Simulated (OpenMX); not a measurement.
Crystal: ZnSe (Stilleite).

```
Se Zn
1.0
     0.00000    2.83380    2.83380
     2.83380    0.00000    2.83380
     2.83380    2.83380    0.00000
Se Zn
1 1
Direct
  0.75000 0.75000 0.75000
  0.00000 0.00000 0.00000
```

Base run:

* Program: OpenMX 3.8.5
* Functional: PBE
* Potentials or basis: OpenMX 2013 PBE set, Se7.0-s3p2d2, Zn6.0H-s3p2d2, grid cutoff 500 Ry
* k mesh: 9 × 9 × 9
* Occupations: fermi-dirac, width 0.05 eV
* Spin: no spin polarisation

Its results: band gap on the k mesh 1.61 eV, direct.

Problem. The run is repeated on the same cell with these changes: k mesh from 9 × 9 × 9 to 7 × 7 × 7; spin from no spin polarisation to non-collinear spin, zero start, spin-orbit coupling. What comes out?

Solution. Band gap on the k mesh 1.47 eV, direct; net moment 0.00 μB per cell.

Several settings changed at once, so the effect can't be laid on one alone.

Caveats: the basis of atomic orbitals isn't converged, which shifts pressures, moduli and gaps; total energies with and without spin-orbit coupling shouldn't be compared in this program (some runs).
